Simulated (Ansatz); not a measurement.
NaCl (wurtzite) (it has left that coordination), relaxed with r2SCAN: 6 runs in the plane-wave code Ansatz, each a calculation of independent-particle optics. It is hexagonal, P6_3/mmc (No. 194); a = 4.721 Å, c = 5.569 Å in the conventional setting, 26.88 Å³ an atom. Na is surrounded by 5 Cl at 2.73–2.78 Å; Cl is surrounded by 5 Na at 2.73–2.78 Å. These are computed values for a spin-unpolarised cell that may be hypothetical; none is a measurement.

```yaml
crystal:
  lattice:
    - [4.72108, 0.00000, 0.00000]
    - [-2.36054, 4.08857, 0.00000]
    - [0.00000, 0.00000, 5.56948]
  atoms:
    - { symbol: Na, position: [0.33333, 0.66667, 0.93750] }
    - { symbol: Na, position: [0.66667, 0.33333, 0.43750] }
    - { symbol: Cl, position: [0.33333, 0.66667, 0.43750] }
    - { symbol: Cl, position: [0.66667, 0.33333, 0.93750] }
```

On meshes this coarse, single peaks can be features of the mesh. No local fields, no excitons; the zone sum runs over the cells of the mesh, and ε∞ includes the bands left out of the spectrum. Up to four peaks are listed, those above 15 % of the tallest and inside the complete range; the four can differ from row to row. Rows marked drawn have settings drawn at random (some not listed).

```json
{"functional": "PBE", "k mesh": "6×6×4", "broadening (eV)": "0.1", "scissors (eV)": "0.00", "range (eV)": "0–20", "settings": "chosen", "direct gap on the mesh before scissors (eV)": "4.84", "ε∞ xx": "2.43", "ε∞ yy": "2.43", "ε∞ zz": "2.47", "complete up to (eV)": "20.0", "tallest peaks of mean ε₂ (eV)": "8.05 9.00 10.30 11.50"}
{"functional": "r2SCAN", "k mesh": "6×6×4", "broadening (eV)": "0.1", "scissors (eV)": "0.00", "range (eV)": "0–20", "settings": "chosen", "direct gap on the mesh before scissors (eV)": "5.46", "ε∞ xx": "2.30", "ε∞ yy": "2.30", "ε∞ zz": "2.32", "complete up to (eV)": "20.0", "tallest peaks of mean ε₂ (eV)": "10.95 11.35 11.80 12.30"}
{"functional": "LDA", "k mesh": "6×6×4", "broadening (eV)": "0.1", "scissors (eV)": "0.00", "range (eV)": "0–20", "settings": "chosen", "direct gap on the mesh before scissors (eV)": "4.44", "ε∞ xx": "2.53", "ε∞ yy": "2.53", "ε∞ zz": "2.58", "complete up to (eV)": "20.0", "tallest peaks of mean ε₂ (eV)": "7.70 8.65 10.00 11.20"}
{"functional": "PBE", "k mesh": "6×6×4", "broadening (eV)": "0.1", "scissors (eV)": "1.30 (to HSE06)", "range (eV)": "0–20", "settings": "chosen", "direct gap on the mesh before scissors (eV)": "4.84", "ε∞ xx": "2.27", "ε∞ yy": "2.27", "ε∞ zz": "2.30", "complete up to (eV)": "20.0", "tallest peaks of mean ε₂ (eV)": "9.35 10.30 11.60 12.80"}
{"functional": "r2SCAN", "k mesh": "6×6×4", "broadening (eV)": "0.25", "scissors (eV)": "1.50", "range (eV)": "2–15", "settings": "drawn", "direct gap on the mesh before scissors (eV)": "5.46", "ε∞ xx": "2.14", "ε∞ yy": "2.14", "ε∞ zz": "2.16", "complete up to (eV)": "15.0", "tallest peaks of mean ε₂ (eV)": "10.50 12.60"}
{"functional": "PBEsol", "k mesh": "6×6×4", "broadening (eV)": "0.05", "scissors (eV)": "0.00", "range (eV)": "0–6", "settings": "drawn", "direct gap on the mesh before scissors (eV)": "4.73", "ε∞ xx": "2.46", "ε∞ yy": "2.46", "ε∞ zz": "2.51", "complete up to (eV)": "6.0", "tallest peaks of mean ε₂ (eV)": "none"}
```
